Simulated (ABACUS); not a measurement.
Crystal: CuI (Marshite).

```
I Cu
1.0
     0.00000    3.03150    3.03150
     3.03150    0.00000    3.03150
     3.03150    3.03150    0.00000
I Cu
1 1
Direct
  0.00000 0.00000 0.00000
  0.75000 0.75000 0.75000
```

Base run:

| Quantity | Value |
| --- | --- |
| Program | ABACUS 3.10.1 |
| Functional | TM |
| Potentials or basis | SG15 ONCV 1.2 PBE |
| Cutoff | 1442 eV |
| Density cutoff | 5769 eV |
| Basis | plane waves |
| k mesh | 5 × 5 × 5 |
| Occupations | fermi-dirac, width 0.05 eV |
| Spin | no spin polarisation |

Its results: band gap on the k mesh 1.29 eV, direct; pressure -1.7 GPa.

Q: The run is repeated on the same cell with these changes: functional from TM to TASK. What comes out?

A: Band gap on the k mesh 2.84 eV, direct; pressure 263.4 GPa.

Caveats: the potentials were made for another functional, which shifts forces and pressure; spin-orbit coupling is left out, which moves the levels of the heavy elements; a pressure of tens of GPa on the cell as given is suspect, and the run, the potentials or the cell itself is likely at fault (some runs).

